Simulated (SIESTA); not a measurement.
The system is SrO.

```xyz
2
Lattice="0.0000 2.5663 2.5663 2.5663 0.0000 2.5663 2.5663 2.5663 0.0000" Properties=species:S:1:pos:R:3 pbc="T T T"
Sr    2.5663    2.5663    2.5663
O     0.0000    0.0000    0.0000
```

Base run:

| Item | Value |
| --- | --- |
| Program | SIESTA 5.4.2 |
| Functional | WC |
| Potentials or basis | PseudoDojo 0.4 standard (PBEsol files) |
| Basis | DZP (energy shift 0.003 Ry; two zetas on semicore shells; d shell added on Sr) |
| Grid cutoff | 800 Ry |
| Energy shift | 0.003 Ry |
| k mesh | 9 × 9 × 9 |
| Occupations | fermi-dirac, width 0.05 eV |
| Spin | no spin polarisation |

Its results: band gap on the k mesh 3.21 eV, indirect (least direct gap 3.31 eV); pressure 0.0 GPa.

Problem. After a change of settings the same cell gave: band gap on the k mesh 3.26 eV, indirect (least direct gap 3.36 eV); pressure 1.1 GPa. Which change was it?
A. functional from WC to BLYP; potentials or basis from PseudoDojo 0.4 standard (PBEsol files) to PseudoDojo 0.4 standard (PBE files)
B. functional from WC to AM05
C. functional from WC to PBEsol
D. functional from WC to RPBE; potentials or basis from PseudoDojo 0.4 standard (PBEsol files) to PseudoDojo 0.4 standard (PBE files)

Solution. B.

Caveats: the potentials were made for another functional, which shifts forces and pressure; the basis of atomic orbitals isn't converged, which shifts pressures, moduli and gaps.
